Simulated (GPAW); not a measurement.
Ag:

```
CELL_PARAMETERS angstrom
0.00000 2.04275 2.04275
2.04275 0.00000 2.04275
2.04275 2.04275 0.00000
ATOMIC_POSITIONS crystal
Ag 0.00000 0.00000 0.00000
```

| Quantity | Value |
| --- | --- |
| Program | GPAW 26.7.0 |
| Task | single point |
| Functional | PBEsol |
| Potentials or basis | PAW data sets generated in the run's folder for this functional |
| Cutoff | 600 eV |
| Basis | pw |
| k mesh | 11 × 11 × 11 |
| Occupations | fermi-dirac, width 0.05 eV |
| Spin | no spin polarisation |

On this cell: pressure -2.9 GPa; band gap on the k mesh none (metal or under the smearing width).

The same run follows on a disturbed copy (cell strained at random at fixed volume):

```
Ag
1.0
    -0.00622    2.03863    2.06720
     2.01497    0.04695    2.01403
     2.08560    2.05608   -0.02368
Ag
1
Direct
  0.00221 0.02855 0.98957
```

**Question.** What does the disturbed cell give?

**Answer.** The energy (extrapolated to zero smearing) moves by +6.1 meV/atom; pressure -2.5 GPa; band gap on the k mesh none (metal or under the smearing width).

Stress tensor (GPa, compression positive):
```
-2.28 -1.71  1.40
-1.71 -2.53 -0.77
 1.40 -0.77 -2.57
```
